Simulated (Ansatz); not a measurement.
Crystal: AgBr.

```
Ag Br
1.0
     0.00000    2.87015    2.87015
     2.87015    0.00000    2.87015
     2.87015    2.87015    0.00000
Ag Br
1 1
Direct
  0.00000 0.00000 0.00000
  0.50000 0.50000 0.50000
```

Program: Ansatz 0.2.0. Alike in all runs: spin SOC, no magnetisation; cell as given; k mesh 8 × 8 × 8.

**Question.** Order these runs on this cell by their band gap on the k mesh, lowest first.
A. level BLYP; potentials or basis PseudoDojo standard (PBE files); cutoff (eV) 1116; smearing fixed
B. level r2SCAN+U; potentials or basis PseudoDojo standard (PBE files); U Ag d U = 4 eV; cutoff (eV) 1116; smearing fermi-dirac 0.1 eV; hubbard projectors all-electron-ortho-atomic; double counting fll (the default); other keys scf.occupations.method = fermi_dirac; scf.occupations.width = 0.1
C. level r2SCAN+D3(BJ); potentials or basis Ansatz PAW; cutoff (eV) 500; smearing fermi-dirac 0.01 eV

**Answer.** A (0.64 eV), C (1.21 eV), B (1.66 eV).

Caveats: the meta-GGA runs on potentials made for a GGA (some runs); the dispersion damping was fitted for another functional or another form of the correction (some runs).

A k mesh can miss the band edges.
